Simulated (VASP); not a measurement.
Runs of VASP 6.6.1 on Li. The cell holds a sheet with vacuum, 1 atom: a = 3.092 Å, b = 3.092 Å, c = 23.800 Å, α = 90.00°, β = 90.00°, γ = 120.00°. The cell was built by a generator and needn't be a form met in nature.

```tsv
cell	k mesh	mesh quality	gap on the mesh (eV)	work function (eV)
P6/mmm, 197.09 Å³/atom	24 × 24 × 1	not flagged	none	3.33
P6/mmm, 77.41 Å³/atom	6 × 6 × 1	coarse	none	-
P6/mmm, 193.43 Å³/atom	24 × 24 × 1	not flagged	none	-
P6/mmm, 193.43 Å³/atom	6 × 6 × 1	coarse	none	(a)
```

Alike in all rows: task single point; level PBE; potentials or basis VASP PAW PBE potentials, release 64 (Li_sv); no spin polarisation; cutoff (eV) 520; smearing gaussian 0.1 eV.

**Question.** Estimate the missing entries.

**Answer.** (a) 3.66.

Caveats: some runs use coarse meshes; the cutoff is under 1.25 times the usual one of these potentials, so pressure, stress and relaxed cells hold a basis-set (Pulay) error.

A gap of «none» marks a metal or a gap under the smearing width.
